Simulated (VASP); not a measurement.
A run of VASP 6.6.1 is set up as follows.

INCAR

```
SYSTEM = Re
PREC = Accurate
ENCUT = 520
EDIFF = 1E-7
ISMEAR = 1
SIGMA = 0.1
LREAL = .False.
LASPH = .True.
NELM = 80
ALGO = Fast
ISIF = 2
LWAVE = .False.
LCHARG = .False.
LMAXMIX = 4
NBANDS = 14
ICORELEVEL = 1
```

KPOINTS

```
Automatic mesh
0
Gamma
  15 15 8
  0 0 0
```

The input POSCAR:

```
Re                                      
1.0
    2.7384915675      0.0000000000      0.0000000000
   -1.3692457837      2.3716032609     -0.0000000000
    0.0000000000     -0.0000000000      4.4327002855
  Re            
     2
Direct
     0.3333333300000021    0.6666666699999979    0.2500000000000000
     0.6666666699999979    0.3333333300000021    0.7500000000000000
```

Contents of KPOINTS_OPT:

```
explicit points
96
Reciprocal
 0.0000000000  0.0000000000  0.0000000000 1
 0.0555555556  0.0000000000  0.0000000000 1
 0.1111111111  0.0000000000  0.0000000000 1
 0.1666666667  0.0000000000  0.0000000000 1
 0.2222222222  0.0000000000  0.0000000000 1
 0.2777777778  0.0000000000  0.0000000000 1
 0.3333333333  0.0000000000  0.0000000000 1
 0.3888888889  0.0000000000  0.0000000000 1
 0.4444444444  0.0000000000  0.0000000000 1
 0.5000000000  0.0000000000  0.0000000000 1
 0.5000000000  0.0000000000  0.0000000000 1
 0.4814814815  0.0370370370  0.0000000000 1
 0.4629629630  0.0740740741  0.0000000000 1
 0.4444444444  0.1111111111  0.0000000000 1
 0.4259259259  0.1481481481  0.0000000000 1
 0.4074074074  0.1851851852  0.0000000000 1
 0.3888888889  0.2222222222  0.0000000000 1
 0.3703703703  0.2592592592  0.0000000000 1
 0.3518518518  0.2962962963  0.0000000000 1
 0.3333333333  0.3333333333  0.0000000000 1
 0.3333333333  0.3333333333  0.0000000000 1
 0.2962962963  0.2962962963  0.0000000000 1
 0.2592592592  0.2592592592  0.0000000000 1
 0.2222222222  0.2222222222  0.0000000000 1
 0.1851851852  0.1851851852  0.0000000000 1
 0.1481481481  0.1481481481  0.0000000000 1
 0.1111111111  0.1111111111  0.0000000000 1
 0.0740740741  0.0740740741  0.0000000000 1
 0.0370370370  0.0370370370  0.0000000000 1
 0.0000000000  0.0000000000  0.0000000000 1
 0.0000000000  0.0000000000  0.0000000000 1
 0.0000000000  0.0000000000  0.0555555556 1
 0.0000000000  0.0000000000  0.1111111111 1
 0.0000000000  0.0000000000  0.1666666667 1
 0.0000000000  0.0000000000  0.2222222222 1
 0.0000000000  0.0000000000  0.2777777778 1
 0.0000000000  0.0000000000  0.3333333333 1
 0.0000000000  0.0000000000  0.3888888889 1
 0.0000000000  0.0000000000  0.4444444444 1
 0.0000000000  0.0000000000  0.5000000000 1
 0.0000000000  0.0000000000  0.5000000000 1
 0.0555555556  0.0000000000  0.5000000000 1
 0.1111111111  0.0000000000  0.5000000000 1
 0.1666666667  0.0000000000  0.5000000000 1
 0.2222222222  0.0000000000  0.5000000000 1
 0.2777777778  0.0000000000  0.5000000000 1
 0.3333333333  0.0000000000  0.5000000000 1
 0.3888888889  0.0000000000  0.5000000000 1
 0.4444444444  0.0000000000  0.5000000000 1
 0.5000000000  0.0000000000  0.5000000000 1
 0.5000000000  0.0000000000  0.5000000000 1
 0.4814814815  0.0370370370  0.5000000000 1
 0.4629629630  0.0740740741  0.5000000000 1
 0.4444444444  0.1111111111  0.5000000000 1
 0.4259259259  0.1481481481  0.5000000000 1
 0.4074074074  0.1851851852  0.5000000000 1
 0.3888888889  0.2222222222  0.5000000000 1
 0.3703703703  0.2592592592  0.5000000000 1
 0.3518518518  0.2962962963  0.5000000000 1
 0.3333333333  0.3333333333  0.5000000000 1
 0.3333333333  0.3333333333  0.5000000000 1
 0.2962962963  0.2962962963  0.5000000000 1
 0.2592592592  0.2592592592  0.5000000000 1
 0.2222222222  0.2222222222  0.5000000000 1
 0.1851851852  0.1851851852  0.5000000000 1
 0.1481481481  0.1481481481  0.5000000000 1
 0.1111111111  0.1111111111  0.5000000000 1
 0.0740740741  0.0740740741  0.5000000000 1
 0.0370370370  0.0370370370  0.5000000000 1
 0.0000000000  0.0000000000  0.5000000000 1
 0.5000000000  0.0000000000  0.5000000000 1
 0.5000000000  0.0000000000  0.4444444444 1
 0.5000000000  0.0000000000  0.3888888889 1
 0.5000000000  0.0000000000  0.3333333333 1
 0.5000000000  0.0000000000  0.2777777778 1
 0.5000000000  0.0000000000  0.2222222222 1
 0.5000000000  0.0000000000  0.1666666667 1
 0.5000000000  0.0000000000  0.1111111111 1
 0.5000000000  0.0000000000  0.0555555556 1
 0.5000000000  0.0000000000  0.0000000000 1
 0.3333333333  0.3333333333  0.0000000000 1
 0.3333333333  0.3333333333  0.0555555556 1
 0.3333333333  0.3333333333  0.1111111111 1
 0.3333333333  0.3333333333  0.1666666667 1
 0.3333333333  0.3333333333  0.2222222222 1
 0.3333333333  0.3333333333  0.2777777778 1
 0.3333333333  0.3333333333  0.3333333333 1
 0.3333333333  0.3333333333  0.3888888889 1
 0.3333333333  0.3333333333  0.4444444444 1
 0.3333333333  0.3333333333  0.5000000000 1
 0.0000000000  0.0000000000  0.0000000000 1
 0.0000000000  0.0000000000  0.5000000000 1
 0.3333333333  0.3333333333  0.5000000000 1
 0.3333333333  0.3333333333  0.0000000000 1
 0.5000000000  0.0000000000  0.5000000000 1
 0.5000000000  0.0000000000  0.0000000000 1
```

Potentials or basis: VASP PAW LDA potentials, release 64 (Re).

Command:

```sh
$ cat potpaw_LDA.64/Re/POTCAR > POTCAR
$ mpirun -np 1 vasp_std > vasp.out
```

**Question.** Estimate the pressure.

**Answer.** -0.1 GPa.

**Question.** What does it give for the band gap along the path?

**Answer.** None (metal or under the smearing width).

Levels at the corners of the path, in eV from the Fermi level:
| point | band 5 | band 6 | band 7 | band 8 | band 9 | band 10 |
| --- | --- | --- | --- | --- | --- | --- |
| Γ | -1.63 | -0.77 | -0.77 | 0.21 | 0.21 | 0.80 |
| M | -1.62 | -1.38 | -0.60 | 4.13 | 4.52 | 4.68 |
| M | -1.62 | -1.38 | -0.60 | 4.13 | 4.52 | 4.68 |
| K | -2.16 | -2.16 | -0.01 | 3.13 | 3.13 | 3.59 |
| K | -2.16 | -2.16 | -0.01 | 3.13 | 3.13 | 3.59 |
| Γ | -1.63 | -0.77 | -0.77 | 0.21 | 0.21 | 0.80 |
| Γ | -1.63 | -0.77 | -0.77 | 0.21 | 0.21 | 0.80 |
| A | -1.76 | -1.76 | -1.76 | -1.76 | 2.64 | 2.64 |
| A | -1.76 | -1.76 | -1.76 | -1.76 | 2.64 | 2.64 |
| L | 0.42 | 0.42 | 1.09 | 1.09 | 4.45 | 4.45 |
| L | 0.42 | 0.42 | 1.09 | 1.09 | 4.45 | 4.45 |
| H | -2.13 | -2.13 | 0.07 | 0.07 | 3.49 | 3.49 |
| H | -2.13 | -2.13 | 0.07 | 0.07 | 3.49 | 3.49 |
| A | -1.76 | -1.76 | -1.76 | -1.76 | 2.64 | 2.64 |
| L | 0.42 | 0.42 | 1.09 | 1.09 | 4.45 | 4.45 |
| M | -1.62 | -1.38 | -0.60 | 4.13 | 4.52 | 4.68 |
| K | -2.16 | -2.16 | -0.01 | 3.13 | 3.13 | 3.59 |
| H | -2.13 | -2.13 | 0.07 | 0.07 | 3.49 | 3.49 |

Caveat: spin-orbit coupling is left out, which moves the levels of the heavy elements.
